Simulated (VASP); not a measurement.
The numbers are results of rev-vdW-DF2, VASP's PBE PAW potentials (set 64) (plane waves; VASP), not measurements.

VASP input:

POSCAR:
```
ZrO2
1.0
  0.0000000000   2.5336762499   2.5336762499
  2.5336762499   0.0000000000   2.5336762499
  2.5336762499   2.5336762499   0.0000000000
Zr O
1 2
Cart
  0.0000000000   0.0000000000   0.0000000000
  1.2668381250   1.2668381250   1.2668381250
  3.8005143749   3.8005143749   3.8005143749
```

### INCAR
```
IBRION = 2
LMAXMIX = 4   # l cut-off of mixed one-centre charges
PREC = Accurate
NSW = 60   # most ionic steps
ISMEAR = 0
SIGMA = 0.05   # width (eV)
EDIFFG = -0.02   # ionic stop
GGA = MK
PARAM2 = 0.7114
ISIF = 3   # ions, shape and volume
SYSTEM = ZrO2
LCHARG = .FALSE.
EDIFF = 1E-6
LUSE_VDW = .TRUE.
ENCUT = 520   # plane-wave cut-off (eV)
ZAB_VDW = -1.8867
LREAL = .FALSE.
NELM = 100   # most electronic steps
ALGO = Normal   # blocked Davidson
LASPH = .TRUE.
PARAM1 = 0.1234568
LWAVE = .FALSE.
AGGAC = 0.0
```

### KPOINTS
```
Automatic mesh
0
gamma
 7 7 7
0 0 0
```

POTCAR, in this order: Zr_sv O (PBE.64 set). Program: vasp_std.

What VASP printed:

**OSZICAR**
```
       N       E                     dE             d eps       ncg     rms          rms(c)
DAV:   1     0.188272411477E+03    0.18827E+03   -0.14640E+04   640   0.155E+03
DAV:   2    -0.232523046625E+02   -0.21152E+03   -0.20801E+03   848   0.387E+02
DAV:   3    -0.302143323700E+02   -0.69620E+01   -0.69577E+01  1000   0.716E+01
DAV:   4    -0.303345474758E+02   -0.12022E+00   -0.12019E+00   848   0.734E+00
DAV:   5    -0.303368547617E+02   -0.23073E-02   -0.23073E-02   888   0.773E-01    0.256E+01
DAV:   6    -0.240239409260E+02    0.63129E+01   -0.36371E+01   720   0.471E+01    0.104E+01
DAV:   7    -0.239664358548E+02    0.57505E-01   -0.13885E+00   856   0.980E+00    0.648E+00
DAV:   8    -0.239299631276E+02    0.36473E-01   -0.17152E-01   848   0.433E+00    0.442E-01
DAV:   9    -0.239297567709E+02    0.20636E-03   -0.16453E-02   824   0.921E-01    0.320E-01
DAV:  10    -0.239303114776E+02   -0.55471E-03   -0.46588E-03   808   0.695E-01    0.138E-01
DAV:  11    -0.239302890490E+02    0.22429E-04   -0.12970E-03   776   0.304E-01    0.112E-01
DAV:  12    -0.239302485988E+02    0.40450E-04   -0.21198E-04   768   0.115E-01    0.372E-03
DAV:  13    -0.239302491107E+02   -0.51189E-06   -0.46996E-06   712   0.190E-02
   1 F= -.23930249E+02 E0= -.23930249E+02  d E =-.239302E+02
       N       E                     dE             d eps       ncg     rms          rms(c)
DAV:   1    -0.241864728861E+02   -0.25622E+00   -0.87033E+00   768   0.313E+01    0.564E+00
DAV:   2    -0.239645800075E+02    0.22189E+00   -0.80977E-01   776   0.802E+00    0.222E+00
DAV:   3    -0.239175998835E+02    0.46980E-01   -0.17669E-01  1008   0.361E+00    0.443E-01
DAV:   4    -0.239180229693E+02   -0.42309E-03   -0.20233E-02  1024   0.106E+00    0.429E-01
DAV:   5    -0.239199525940E+02   -0.19296E-02   -0.13029E-03  1024   0.241E-01    0.237E-01
DAV:   6    -0.239213943916E+02   -0.14418E-02   -0.24957E-03   992   0.290E-01    0.316E-02
DAV:   7    -0.239213997586E+02   -0.53670E-05   -0.47633E-05   720   0.574E-02    0.176E-02
DAV:   8    -0.239214024568E+02   -0.26982E-05   -0.90592E-06   840   0.265E-02    0.180E-03
DAV:   9    -0.239214023435E+02    0.11326E-06   -0.16872E-07   360   0.388E-03
   2 F= -.23921402E+02 E0= -.23921402E+02  d E =0.884677E-02
       N       E                     dE             d eps       ncg     rms          rms(c)
DAV:   1    -0.240356199856E+02   -0.11422E+00   -0.31483E+00   752   0.187E+01    0.348E+00
DAV:   2    -0.239519517354E+02    0.83668E-01   -0.28342E-01   752   0.468E+00    0.129E+00
DAV:   3    -0.239361241647E+02    0.15828E-01   -0.68651E-02  1000   0.219E+00    0.284E-01
DAV:   4    -0.239365358870E+02   -0.41172E-03   -0.58459E-03  1024   0.571E-01    0.274E-01
DAV:   5    -0.239374334042E+02   -0.89752E-03   -0.66889E-04  1032   0.158E-01    0.121E-01
DAV:   6    -0.239378334026E+02   -0.40000E-03   -0.64547E-04  1008   0.148E-01    0.197E-02
DAV:   7    -0.239378382665E+02   -0.48639E-05   -0.10313E-05   712   0.302E-02    0.841E-03
DAV:   8    -0.239378405947E+02   -0.23282E-05   -0.28589E-06   632   0.145E-02    0.227E-03
DAV:   9    -0.239378405343E+02    0.60384E-07   -0.19662E-07   344   0.417E-03
   3 F= -.23937841E+02 E0= -.23937841E+02  d E =-.759142E-02
```

OUTCAR:
```
------------------------ aborting loop because EDIFF is reached ----------------------------------------
  FORCE on cell =-STRESS in cart. coord.  units (eV):
  Direction    XX          YY          ZZ          XY          YZ          ZX
  --------------------------------------------------------------------------------------
  Total       -0.0053369     -0.0053369     -0.0053369      0.0000000     -0.0000000      0.0000000
  in kB       -0.2583521     -0.2583521     -0.2583521      0.0000000     -0.0000000      0.0000000
  external PRESSURE =      -0.2583521 kB  Pullay stress =       0.0000000 kB
  volume of cell :       33.10
      direct lattice vectors                 reciprocal lattice vectors
     0.000000000  2.548311708  2.548311708    -0.196208336  0.196208336  0.196208336
     2.548311708  0.000000000  2.548311708     0.196208336 -0.196208336  0.196208336
     2.548311708  2.548311708  0.000000000     0.196208336  0.196208336 -0.196208336
 POSITION                                       TOTAL-FORCE (eV/Angst)
 -----------------------------------------------------------------------------------
      0.00000      0.00000      0.00000        -0.000000      0.000000     -0.000000
      1.27416      1.27416      1.27416        -0.000000     -0.000000     -0.000000
      3.82247      3.82247      3.82247         0.000000     -0.000000      0.000000
 -----------------------------------------------------------------------------------
    total drift:                                0.000000      0.000000      0.000000
  FREE ENERGIE OF THE ION-ELECTRON SYSTEM (eV)
  ---------------------------------------------------
  free  energy   TOTEN  =       -23.9378405343 eV

  energy  without entropy=      -23.9378405343  energy(sigma->0) =      -23.93784053

 reached required accuracy - stopping structural energy minimisation
```
(Selected blocks of OUTCAR.)

### CONTCAR
```
ZrO2
   1.00000000000000
     0.0000000000000000    2.5483117084954681    2.5483117084954681
     2.5483117084954681    0.0000000000000000    2.5483117084954681
     2.5483117084954681    2.5483117084954681    0.0000000000000000
  Zr              O
     1     2
Direct
     0.0000000000000000    0.0000000000000000    0.0000000000000000
     0.2500000000000000    0.2500000000000000    0.2500000000000000
     0.7500000000000000    0.7500000000000000    0.7500000000000000
```

File OUTCAR:
```
 val. band max:        6.9532554775   @ k =  -0.4286   0.4286   0.0000

 cond. band min:      10.3720878184   @ k =   0.0000   0.0000   0.0000


 Fermi energy:         7.2665460440

 k-point     1 :       0.0000    0.0000    0.0000
  band No.  band energies     occupation
      1     -41.0294      2.00000
      2     -18.8627      2.00000
      3     -18.8627      2.00000
      4     -18.8627      2.00000
      5     -11.0391      2.00000
      6      -8.4690      2.00000
      7       1.8482      2.00000
      8       1.8482      2.00000
      9       1.8482      2.00000
     10       6.5050      2.00000
     11       6.5050      2.00000
     12       6.5050      2.00000
     13      10.3721      0.00000
     14      10.3721      0.00000
     15      13.5152      0.00000
     16      16.3661      0.00000

 k-point     2 :       0.1429    0.0000    0.0000
  band No.  band energies     occupation
      1     -41.0208      2.00000
      2     -19.0014      2.00000
      3     -18.8757      2.00000
      4     -18.8757      2.00000
      5     -10.7647      2.00000
      6      -8.6666      2.00000
      7       2.0401      2.00000
      8       2.0401      2.00000
      9       2.3802      2.00000
     10       6.0422      2.00000
     11       6.1580      2.00000
     12       6.1580      2.00000
     13      10.7218      0.00000
     14      10.7218      0.00000
     15      14.0618      0.00000
     16      15.7658      0.00000

 k-point     3 :       0.2857    0.0000    0.0000
  band No.  band energies     occupation
      1     -41.0015      2.00000
      2     -19.2890      2.00000
      3     -18.9048      2.00000
      4     -18.9048      2.00000
      5     -10.2433      2.00000
      6      -8.9559      2.00000
      7       2.4764      2.00000
      8       2.4765      2.00000
      9       3.5340      2.00000
     10       5.2111      2.00000
     11       5.6309      2.00000
     12       5.6309      2.00000
     13      11.1111      0.00000
...
```

The compound is ZrO2 in the fluorite structure, the high-temperature cubic form, which is unstable at 0 K; the monoclinic form is the stable one. This run relaxes it. Symmetry was kept, so distortions that lower it aren't found. The start is the result of an earlier pass.
